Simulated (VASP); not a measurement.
# NbC (Fm-3m) in VASP: further runs

The runs below take NbC through relaxation of cell and atoms, vibrations by finite differences, with PBE.

All numbers are computed with VASP 6.6.1; they aren't measurements. Logs are shortened: lines on timing, memory, paths and dates and some standing lists are left out, and cuts for length are marked.

## (1) The structure

It takes space group Fm-3m (No. 225, cubic). The conventional cell has a = 4.469 Å, b = 4.469 Å, c = 4.469 Å, α = 90.00°, β = 90.00°, γ = 90.00°. Nb (site symmetry m-3m) has 6 C at 2.23 Å as nearest neighbours. C (site symmetry m-3m) is surrounded by 6 Nb at 2.23 Å.

## (2) Relaxation of cell and atoms, PBE

INCAR

```
SYSTEM = NbC
PREC = Accurate ; ENCUT = 520
EDIFF = 1E-7 ; ISMEAR = 1
SIGMA = 0.2 ; LREAL = .FALSE.
LASPH = .TRUE. ; NELM = 80
ALGO = Normal ; ISIF = 3
LWAVE = .FALSE. ; LCHARG = .FALSE.
GGA = PE ; IBRION = 2
NSW = 80 ; EDIFFG = -0.002
```

KPOINTS

```
Automatic mesh
0
G
  16 16 16
  0 0 0
```

POSCAR

```
NbC
1.0
    0.0000000000      2.2345500000      2.2345500000
    2.2345500000      0.0000000000      2.2345500000
    2.2345500000      2.2345500000      0.0000000000
Nb C
1 1
Direct
    0.0000000000      0.0000000000      0.0000000000
    0.5000000000      0.5000000000      0.5000000000
```

Potentials or basis: VASP PAW PBE potentials, release 64 (Nb_sv, C).

Command:

```
$ cat potpaw_PBE.64/Nb_sv/POTCAR potpaw_PBE.64/C/POTCAR > POTCAR
$ mpirun -np 1 vasp_std > vasp.out
```

OUTCAR:

```text
SYSTEM = NbC
   PREC = Accurate
   ENCUT = 520
   EDIFF = 1E-7
   ISMEAR = 1
   LREAL = .FALSE.
   LASPH = .TRUE.
   NELM = 80
   ISIF = 3
   GGA = PE
   IBRION = 2
   NSW = 80
   EDIFFG = -0.002

 ion  position               nearest neighbor table
   1  0.000  0.000  0.000-   2 2.23   2 2.23   2 2.23   2 2.23   2 2.23   2 2.23
   2  0.500  0.500  0.500-   1 2.23   1 2.23   1 2.23   1 2.23   1 2.23   1 2.23

  LATTYP: Found a face centered cubic cell.
 ALAT       =     4.4691000000

  Lattice vectors:

 A1 = (   0.0000000000,   2.2345500000,   2.2345500000)
 A2 = (   2.2345500000,   0.0000000000,   2.2345500000)
 A3 = (   2.2345500000,   2.2345500000,   0.0000000000)

Analysis of symmetry for initial positions (statically):
=====================================================================
 Subroutine PRICEL returns:
 Original cell was already a primitive cell.

 Routine SETGRP: Setting up the symmetry group for a
 face centered cubic supercell.

 Subroutine GETGRP returns: Found 48 space group operations
 (whereof 48 operations were pure point group operations)
 out of a pool of 48 trial point group operations.

The static configuration has the point symmetry O_h .

Analysis of symmetry for dynamics (positions and initial velocities):
=====================================================================
 Subroutine PRICEL returns:
 Original cell was already a primitive cell.

 Routine SETGRP: Setting up the symmetry group for a
 face centered cubic supercell.

 Subroutine GETGRP returns: Found 48 space group operations
 (whereof 48 operations were pure point group operations)
 out of a pool of 48 trial point group operations.

The dynamic configuration has the point symmetry O_h .

 Subroutine INISYM returns: Found 48 space group operations
 (whereof 48 operations are pure point group operations),
 and found     1 'primitive' translations

----------------------------------------------------------------------------------------

                                     Primitive cell

  volume of cell :      22.3152

  direct lattice vectors                    reciprocal lattice vectors
     0.000000000  2.234550000  2.234550000    -0.223758699  0.223758699  0.223758699
     2.234550000  0.000000000  2.234550000     0.223758699 -0.223758699  0.223758699
     2.234550000  2.234550000  0.000000000     0.223758699  0.223758699 -0.223758699

  length of vectors
     3.160130916  3.160130916  3.160130916     0.387561435  0.387561435  0.387561435

  position of ions in fractional coordinates (direct lattice)
     0.000000000  0.000000000  0.000000000
     0.500000000  0.500000000  0.500000000

  ion indices of the primitive-cell ions
   primitive index   ion index
                 1           1
                 2           2

----------------------------------------------------------------------------------------

 KPOINTS: Automatic mesh

Automatic generation of k-mesh.
 Grid dimensions read from file:
 generate k-points for:   16   16   16

 Generating k-lattice:

  Cartesian coordinates                     Fractional coordinates (reciprocal lattice)
    -0.013984919  0.013984919  0.013984919     0.062500000  0.000000000  0.000000000
     0.013984919 -0.013984919  0.013984919     0.000000000  0.062500000  0.000000000
     0.013984919  0.013984919 -0.013984919     0.000000000  0.000000000  0.062500000

  Length of vectors
     0.024222590  0.024222590  0.024222590

  Shift w.r.t. Gamma in fractional coordinates (k-lattice)
     0.000000000  0.000000000  0.000000000

 Subroutine IBZKPT returns following result:
 ===========================================

 Found    145 irreducible k-points:

 Following reciprocal coordinates:
            Coordinates               Weight
  0.000000  0.000000  0.000000      1.000000
  0.062500  0.000000  0.000000      8.000000
  0.125000  0.000000  0.000000      8.000000
  0.187500  0.000000  0.000000      8.000000
  0.250000  0.000000  0.000000      8.000000
  0.312500  0.000000  0.000000      8.000000
[... 16 lines left out ...]
 -0.125000  0.062500  0.000000     24.000000
 -0.062500  0.062500  0.000000     12.000000
 [... further k-points ...]
   k-points           NKPTS =    145   k-points in BZ     NKDIM =    145   number of bands    NBANDS=     12
   number of dos      NEDOS =    301   number of ions     NIONS =      2
   total plane-waves  NPLWV =  13824
   dimension x,y,z NGX =    24 NGY =   24 NGZ =   24
   dimension x,y,z NGXF=    48 NGYF=   48 NGZF=   48
   ions per type =               1   1
   NGX,Y,Z   is equivalent  to a cutoff of  12.63, 12.63, 12.63 a.u.
   NGXF,Y,Z  is equivalent  to a cutoff of  25.25, 25.25, 25.25 a.u.
 SYSTEM =  NbC
   PREC   = accura    normal or accurate (medium, high low for compatibility)
   ISTART =      0    job   : 0-new  1-cont  2-samecut
   ICHARG =      2    charge: 1-file 2-atom 10-const
   ISPIN  =      1    spin polarized calculation?
   LNONCOLLINEAR =      F non collinear calculations
   LSORBIT =      F    spin-orbit coupling
   LASPH  =      T    aspherical Exc in radial PAW
   ENCUT  =  520.0 eV  38.22 Ry    6.18 a.u.   5.88  5.88  5.88*2*pi/ulx,y,z
   NELM   =     80;   NELMIN=  2; NELMDL= -5     # of ELM steps
   EDIFF  = 0.1E-06   stopping-criterion for ELM
   LREAL  =      F    real-space projection
   EDIFFG = -.2E-02   stopping-criterion for IOM
   NSW    =     80    number of steps for IOM
   IBRION =      2    ionic relax: 0-MD 1-quasi-New 2-CG
   NFREE  =      1    steps in history (QN), initial steepest desc. (CG)
   ISIF   =      3    stress and relaxation
   ISYM   =      2    0-nonsym 1-usesym 2-fastsym
   POTIM  = 0.5000    time-step for ionic-motion
   TEBEG  =    0.0;   TEEND  =   0.0 temperature during run
   PSTRESS=    0.0 pullay stress
   NELECT =      17.0000    total number of electrons
   NUPDOWN=      -1.0000    fix difference up-down
   EMIN   =  10.00;   EMAX   =-10.00  energy-range for DOS
   EFERMI =   0.00;   METHOD = LEGACY
   ISMEAR =     1;   SIGMA  =   0.20  broadening in eV -4-tet -1-fermi 0-gaus
   EFERMI_NEDOS =   21; number of points for ismear=-14 and -15
   IALGO  =     38    algorithm
   IMIX   =      4    mixing-type and parameters
     AMIX     =   0.40;   BMIX     =  1.00
     AMIX_MAG =   1.60;   BMIX_MAG =  1.00
  volume/ion in A,a.u.               =      11.16        75.30
  Fermi-wavevector in a.u.,A,eV,Ry     =   1.495172  2.825465 30.416346  2.235538
  Thomas-Fermi vector in A             =   2.607351
   LORBIT       =      0    0 simple, 1 ext, 2 COOP (PROOUT), +10 PAW based schemes
   GGA     = PE    functional components
   LHFCALC =     F    Hartree Fock is set to
   AEXX    =    0.0000 exact exchange contribution
   IVDW    =     0    specifies the selected vdW correction
   LEPSILON=     F    determine dielectric tensor
   LRPA    =     F    only Hartree local field effects (RPA)
 conjugate gradient relaxation of ions
 non-spin polarized calculation
 Methfessel and Paxton  Order N= 1 SIGMA  =   0.20
  energy-cutoff  :      520.00
  volume of cell :       22.32
 maximum number of plane-waves:       620
   NGX = 11   NGY = 11   NGZ = 11

--------------------------------------- Ionic step        1  -------------------------------------------

 number of electron      16.9999999 magnetization

 Free energy of the ion-electron system (eV)
  ---------------------------------------------------
  ext. energy  EPLUGINS =         0.00000000
  ---------------------------------------------------
  free energy    TOTEN  =       -20.54329888 eV

  energy without entropy =      -20.54325446  energy(sigma->0) =      -20.54328408

------------------------ aborting loop because EDIFF is reached ----------------------------------------

  FORCE on cell =-STRESS in cart. coord.  units (eV):
  Direction    XX          YY          ZZ          XY          YZ          ZX
  --------------------------------------------------------------------------------------
  -------------------------------------------------------------------------------------
  Total        0.3892823      0.3892823      0.3892823     -0.0000000      0.0000000      0.0000000
  in kB       27.9495635     27.9495635     27.9495635     -0.0000000      0.0000000      0.0000000
  external PRESSURE =      27.9495635 kB  Pullay stress =       0.0000000 kB

 VOLUME and BASIS-vectors are now :
 -----------------------------------------------------------------------------
  energy-cutoff  :      520.00
  volume of cell :       22.32
      direct lattice vectors                 reciprocal lattice vectors
     0.000000000  2.234550000  2.234550000    -0.223758699  0.223758699  0.223758699
     2.234550000  0.000000000  2.234550000     0.223758699 -0.223758699  0.223758699
     2.234550000  2.234550000  0.000000000     0.223758699  0.223758699 -0.223758699
[... 37 lines left out ...]
 POSITION                                       TOTAL-FORCE (eV/Angst)
 -----------------------------------------------------------------------------------
      2.25553      2.25553     -0.00000         0.000000      0.000000      0.000000
      2.25553      2.25553      2.25553         0.000000     -0.000000     -0.000000
 -----------------------------------------------------------------------------------
    total drift:                                0.000000     -0.000000     -0.000000

  FREE ENERGIE OF THE ION-ELECTRON SYSTEM (eV)
  ---------------------------------------------------
  free  energy   TOTEN  =       -20.5375860260 eV

  energy  without entropy=      -20.5375534419  energy(sigma->0) =      -20.53757516

--------------------------------------- Ionic step        3  -------------------------------------------

 number of electron      16.9999999 magnetization

 Free energy of the ion-electron system (eV)
  ---------------------------------------------------
  ext. energy  EPLUGINS =         0.00000000
  ---------------------------------------------------
  free energy    TOTEN  =       -20.54506111 eV

  energy without entropy =      -20.54502133  energy(sigma->0) =      -20.54504785

 E-fermi :  12.4390     XC(G=0): -13.0405

 val. band max:       12.3924894597   @ k =  -0.1875   0.1875   0.0000
 cond. band min:      12.4524436072   @ k =  -0.3750   0.4375   0.1250
 fundamental gap:      0.0599541475
 Fermi energy:        12.4389877072

 k-point     1 :       0.0000    0.0000    0.0000
  band No.  band energies     occupation
      1     -43.3324      2.00000
      2     -19.0445      2.00000
      3     -19.0445      2.00000
      4     -19.0445      2.00000
      5      -0.9548      2.00000
      6      11.1544      2.00000
      7      11.1544      2.00000
      8      11.1544      2.00000
      9      12.2342      2.05492
     10      12.2342      2.05492
     11      12.2342      2.05492
     12      12.7928     -0.03131

 k-point     2 :       0.0625    0.0000    0.0000
  band No.  band energies     occupation
      1     -43.3285      2.00000
      2     -19.0774      2.00000
      3     -19.0475      2.00000
      4     -19.0475      2.00000
      5      -0.8567      2.00000
      6      10.6942      2.00000
      7      10.9846      2.00000
      8      10.9846      2.00000
      9      11.6586      2.00000
     10      11.6586      2.00000
     11      12.4987      0.51910
     12      13.7323     -0.00000
[... 316 lines left out ...]
 k-point    24 :      -0.0625    0.0625    0.0000
  band No.  band energies     occupation
      1     -43.3223      2.00000
      2     -19.1228      2.00000
      3     -19.0661      2.00000
      4     -19.0464      2.00000
      5      -0.6976      2.00000
      6      10.2646      2.00000
      7      10.4037      2.00000
      8      10.5005      2.00000
      9      11.3004      2.00000
     10      12.1238      2.04835
     11      12.8865     -0.00689
     12      13.8713     -0.00000

 [... further k-points ...]

------------------------ aborting loop because EDIFF is reached ----------------------------------------

  FORCE on cell =-STRESS in cart. coord.  units (eV):
  Direction    XX          YY          ZZ          XY          YZ          ZX
  --------------------------------------------------------------------------------------
  -------------------------------------------------------------------------------------
  Total       -0.0014205     -0.0014205     -0.0014205      0.0000000      0.0000000      0.0000000
  in kB       -0.1010584     -0.1010584     -0.1010584      0.0000000      0.0000000      0.0000000
  external PRESSURE =      -0.1010584 kB  Pullay stress =       0.0000000 kB

 VOLUME and BASIS-vectors are now :
 -----------------------------------------------------------------------------
  energy-cutoff  :      520.00
  volume of cell :       22.52
      direct lattice vectors                 reciprocal lattice vectors
    -0.000000000  2.241380507  2.241380507    -0.223076804  0.223076804  0.223076804
     2.241380507  0.000000000  2.241380507     0.223076804 -0.223076804  0.223076804
     2.241380507  2.241380507 -0.000000000     0.223076804  0.223076804 -0.223076804

 POSITION                                       TOTAL-FORCE (eV/Angst)
 -----------------------------------------------------------------------------------
      0.00000      0.00000      0.00000        -0.000000     -0.000000     -0.000000
      2.24138      2.24138      2.24138         0.000000      0.000000      0.000000
 -----------------------------------------------------------------------------------
    total drift:                                0.000000     -0.000000     -0.000000

  FREE ENERGIE OF THE ION-ELECTRON SYSTEM (eV)
  ---------------------------------------------------
  free  energy   TOTEN  =       -20.5450611079 eV

  energy  without entropy=      -20.5450213334  energy(sigma->0) =      -20.54504785

 reached required accuracy - stopping structural energy minimisation
```

It took 93 s on 1 thread of AMD EPYC 7R13 (Zen 3), shared host; peak memory 0.15 GiB.

What came out:

```
Free energy                            : -20.5451 eV
Relaxed volume                         : 11.26 Å³/atom
Relaxed cell                           : a = 3.170 Å, b = 3.170 Å, c = 3.170 Å, α = 60.00°, β = 60.00°, γ = 60.00°
Space group after relaxing (to 0.05 Å) : Fm-3m (No. 225)
Energy gained by relaxing              : 0.9 meV/atom
Ionic steps                            : 3
Pressure after relaxing                : 0.0 GPa
Band gap on the k mesh                 : none (metal or under the smearing width)
```

Step by step:
| step | energy change (eV) | largest force (eV/Å) | pressure (GPa) | volume (Å³) |
| --- | --- | --- | --- | --- |
| 1 | 0.0000 | 0.0000 | 2.79 | 22.32 |
| 2 | 0.0057 | 0.0000 | -5.47 | 22.95 |
| 3 | -0.0018 | 0.0000 | -0.01 | 22.52 |

Final structure:
```
Nb C
1.0
     0.00000    2.24138    2.24138
     2.24138    0.00000    2.24138
     2.24138    2.24138    0.00000
Nb C
1 1
Direct
  0.00000 0.00000 0.00000
  0.50000 0.50000 0.50000
```

## (3) Relaxation of cell and atoms, PBE

This run uses another cell than the first one, of 11.26 Å³/atom, 1.009 times its volume.

INCAR is that of step 2.

KPOINTS is that of step 2.

POSCAR

```
NbC                                     
1.0
   -0.0000000000      2.2413805073      2.2413805073
    2.2413805073      0.0000000000      2.2413805073
    2.2413805073      2.2413805073     -0.0000000000
  Nb              C             
     1     1
Direct
     0.0000000000000000    0.0000000000000000    0.0000000000000000
     0.5000000000000000    0.5000000000000000    0.5000000000000000
```

Potentials or basis: VASP PAW PBE potentials, release 64 (Nb_sv, C).

Command:

```
$ cat potpaw_PBE.64/Nb_sv/POTCAR potpaw_PBE.64/C/POTCAR > POTCAR
$ mpirun -np 1 vasp_std > vasp.out
```

Wall time 40 s (1 thread of AMD EPYC 7R13 (Zen 3), shared host); peak memory 0.14 GiB.

Results (log left out):

| Item | Value |
| --- | --- |
| Free energy | -20.5452 eV |
| Pressure after relaxing | 0.0 GPa |
| Band gap on the k mesh | none (metal or under the smearing width) |

Final structure:
```cif
data_structure
_symmetry_space_group_name_H-M 'P 1'
_symmetry_Int_Tables_number 1
_cell_length_a 3.1698
_cell_length_b 3.1698
_cell_length_c 3.1698
_cell_angle_alpha 60.000
_cell_angle_beta 60.000
_cell_angle_gamma 60.000
_cell_volume 22.52
loop_
_atom_site_label
_atom_site_type_symbol
_atom_site_fract_x
_atom_site_fract_y
_atom_site_fract_z
_atom_site_occupancy
Nb1 Nb 0.00000 0.00000 0.00000 1
C1 C 0.50000 0.50000 0.50000 1
```

Levels at points of the mesh, in eV from the Fermi level:
```csv
k point,band 5,band 6,band 7,band 8,band 9,band 10,band 11,band 12
"(0.00, 0.00, 0.00)",-13.39,-1.28,-1.28,-1.28,-0.20,-0.20,-0.20,0.35
"(0.50, 0.00, 0.00)",-9.77,-7.50,-5.06,-5.06,2.11,2.11,3.53,5.77
"(0.50, 0.50, 0.00)",-12.04,-4.12,-3.84,-1.30,-1.30,1.97,3.19,3.19
```

Caveat: the relaxation stopped at its first step, so nothing moved.

(Continued in part 2 of 2.)
